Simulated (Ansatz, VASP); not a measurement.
## HfB2: VASP beside Ansatz

The input INCAR:

```
SYSTEM = HfB2
ALGO = Normal
EDIFF = 1E-8
ENCUT = 520
GGA = PE
ISIF = 2
ISMEAR = -1
LASPH = .TRUE.
LCHARG = .FALSE.
LEFG = .TRUE.
LREAL = .FALSE.
LWAVE = .FALSE.
NBANDS = 15
NELM = 60
PREC = Accurate
SIGMA = 0.05
```

File KPOINTS:

```
k-points
0
G
  13 13 11
  0 0 0
```

POSCAR

```
HfB2
1.0
    3.1400001005      0.0471000015      0.0471000015
   -1.5292102525      2.6957698542      0.0172397971
    0.0522000000      0.0522000000      3.4800000000
Hf B
1 2
Direct
    0.0000000000      0.0000000000      0.0000000000
    0.3333333333      0.6666666667      0.5000000000
    0.6666666667      0.3333333333      0.5000000000
```

Input for Ansatz:

```yaml
crystal:
  lattice:
    - [3.1400001005, 0.0471000015, 0.0471000015]
    - [-1.5292102525, 2.6957698542, 0.0172397971]
    - [0.0522, 0.0522, 3.48]
  atoms:
    - { symbol: Hf, position: [0.0, 0.0, 0.0] }
    - { symbol: B, position: [0.3333333333, 0.6666666667, 0.5] }
    - { symbol: B, position: [0.6666666667, 0.3333333333, 0.5] }
kpoints:
  mp_grid: { grid: [13, 13, 11] }
scf:
  occupations: { method: fermi_dirac, width: 0.05 }
hamiltonian:
  xc: pbe
  pseudopotentials: { kind: all_electron, datasets: crystal }
output:
  forces: true
  stress: true
  eigenvalues: true
  efg: { contact_densities: true }
```

Change from the starting cell: equal xy, yz and zx shear strains of +3 %, crystal datasets.

Alike in both runs: task electric field gradients; functional PBE; k mesh 13 × 13 × 11; occupations fermi-dirac, width 0.05 eV; no spin polarisation.

|  | VASP | Ansatz |
| --- | --- | --- |
| version | VASP 6.6.1 | Ansatz 0.2.0 |
| potentials or method | VASP PAW PBE potentials, release 64 (Hf_pv, B) | all-electron PAW with datasets made for the crystal, scalar-relativistic |
| plane-wave cutoff (eV) | 520 | see its input |

|  | VASP | Ansatz | Ansatz less VASP |
| --- | --- | --- | --- |
| pressure (GPa) | 1.8 | 2.2 | +0.44 |
| largest component of the traceless stress (GPa) | 7.87 | 7.83 | -0.042 |
| rms of the force components (eV/Å) | 0.015 | 0.016 | +0.0005 |
| Vzz of the field gradient on the site that differs most (V/Å²) | 129.8 | 164.8 | +34.97 |

Atom by atom the forces differ by 0.001 eV/Å (rms over components). Ansatz ran all-electron here, so the differences hold the error of VASP's frozen core and of both bases. Ansatz warned: «gradients_without_spin_orbit».

Spin-orbit coupling is left out, which matters for the levels of Hf.
